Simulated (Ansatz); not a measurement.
**B: strong compression**

An exercise on one series of results from a longer session: the logs are not shown, and one member is left open.

Method: DFT PBE, with the methods named in each step, in Ansatz 0.2.0.

### The structure to begin with

It takes space group Pm-3m (No. 221, cubic). Conventional cell: a = 1.915 Å, b = 1.915 Å, c = 1.915 Å, α = 90.00°, β = 90.00°, γ = 90.00°. B (site symmetry m-3m) is surrounded by 6 B at 1.91 Å.

Coordinates:

```xyz
1
Lattice="1.9148 0.0000 0.0000 0.0000 1.9148 0.0000 0.0000 0.0000 1.9148" Properties=species:S:1:pos:R:3 pbc="T T T"
B     0.0000    0.0000    0.0000
```

Whether this phase is the stable one at these pressures isn't tested.

Set-up of the first run:

input.yaml

```yaml
crystal:
  lattice:
    - [1.9147512897, 0.0, 0.0]
    - [0.0, 1.9147512897, 0.0]
    - [0.0, 0.0, 1.9147512897]
  atoms:
    - { symbol: B, position: [0.0, 0.0, 0.0] }
kpoints:
  mp_grid: { grid: [22, 22, 22] }
scf:
  occupations: { method: fermi_dirac, width: 0.05 }
hamiltonian:
  xc: pbe
  pseudopotentials: { kind: paw }
output:
  forces: true
  stress: true
relax:
  f_tol: 0.005
  max_steps: 40
  cell: {}
```

Started as:

```bash
$ ansatz run input.yaml --threads 1 --pin off --max-ram 2048MiB --backend cpu --events-out ev --progress --plain --runs-dir out
```

Steps of the session up to this table: Cell relaxed at zero pressure, PAW; Volume scaled by 1, PAW; Volume scaled by 0.92, PAW; Volume scaled by 0.84, PAW; Volume scaled by 0.76, PAW; Volume scaled by 0.68, PAW; Volume scaled by 0.6, PAW; Volume scaled by 0.52, PAW; Volume scaled by 0.45, PAW; Volume scaled by 0.45, PAW (source ansatz).

One of the session's tables, all rows but one given; the rest of the session is left out.

```
             method  volume over the first  volume (Å³/atom)  pressure (GPa)
                PAW                      1             6.689            0.00
                PAW                   0.92             6.154           22.79
                PAW                   0.84                 ?               ?
                PAW                   0.76             5.084          105.18
                PAW                   0.68             4.549          179.18
                PAW                    0.6             4.014          294.07
                PAW                   0.52             3.479          479.72
                PAW                   0.45             3.010          746.80
PAW (source ansatz)                   0.45             3.010          747.99
```

**Question.** Estimate the row for PAW, 0.84.

As computed: volume (Å³/atom): 5.619; pressure (GPa): 56.01. In the column «volume (Å³/atom)» it lies between PAW, 0.76 (5.084) and PAW, 0.92 (6.154).
